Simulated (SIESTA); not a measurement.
The system is CuO (Tenorite).

```
Cu O
1.0
     2.34185   -1.71130    0.00000
     2.34185    1.71130    0.00000
    -0.85003    0.00000    5.05787
Cu O
2 2
Direct
  0.50000 0.00000 0.50000
  0.00000 0.50000 0.00000
  0.41840 0.58160 0.75000
  0.58160 0.41840 0.25000
```

Base run:

```yaml
Program: SIESTA 5.4.2
Functional: PBE
Potentials_or_basis: PseudoDojo 0.4 standard (PBE files)
Basis: DZP (energy shift 0.003 Ry; two zetas on semicore shells)
Grid_cutoff: 800 Ry
Energy_shift: 0.003 Ry
k_mesh: 10 × 10 × 5
Occupations: fermi-dirac, width 0.05 eV
Spin: no spin polarisation
```

Its results: band gap on the k mesh none (metal or under the smearing width); pressure 7.0 GPa; largest force 0.096 eV/Å.

The run is repeated on the same cell with these changes: basis from DZP (energy shift 0.003 Ry; two zetas on semicore shells) to SZ (energy shift 0.003 Ry). What comes out?

Band gap on the k mesh none (metal or under the smearing width); pressure 14.1 GPa; largest force 0.037 eV/Å.

Caveats: short orbitals over semicore shells can move pressures by several GPa; the basis of atomic orbitals isn't converged, which shifts pressures, moduli and gaps; the run has no spin polarisation, though such a crystal can be magnetic; semilocal functionals often make such compounds metallic where correlation or magnetic order opens a gap, which also shifts bond lengths; the basis has no polarisation orbitals (some runs).
